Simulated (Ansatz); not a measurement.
AlRu in Ansatz: the effect of Hubbard term

AlRu:

```
Ru Al
1.0
     2.99160    0.00000    0.00000
     0.00000    2.99160    0.00000
     0.00000    0.00000    2.99160
Ru Al
1 1
Direct
  0.50000 0.50000 0.50000
  0.00000 0.00000 0.00000
```

Alike in all runs:

```yaml
Program: Ansatz 0.2.0
Task: density of states
Functional: LDA
Potentials_or_basis: Ansatz PAW
Cutoff: "420 eV (not typed: the program's choice for these potentials)"
k_mesh: 9 × 9 × 9
Occupations: fermi-dirac, width 0.05 eV
Spin: no spin polarisation
Hubbard_projectors: ortho-atomic (the default)
Double_counting: fll (the default)
```

```tsv
Hubbard term	pressure (GPa)
Ru d U = 4 eV	-10.7
Ru d U = 5 eV	-10.9
Ru d U = 6 eV	-11.3
Ru d U = 8 eV	?
```

**Question.** What does the run with Hubbard term Ru d U = 8 eV give?

**Answer.** Pressure -12.2 GPa.

Worked out: A straight line through the other rows of the pressure, of slope -0.3 GPa per eV, extrapolates to -11.9 GPa, against the run's -12.2.

Caveats: U without spin polarisation on a metal has little footing; the PAW data sets come from PBE, with cores solved anew for the run's functional, which leaves a small shift of forces and pressure; the U is typed as a test and isn't derived for this compound.

Runs at the PBE level aren't shown here.
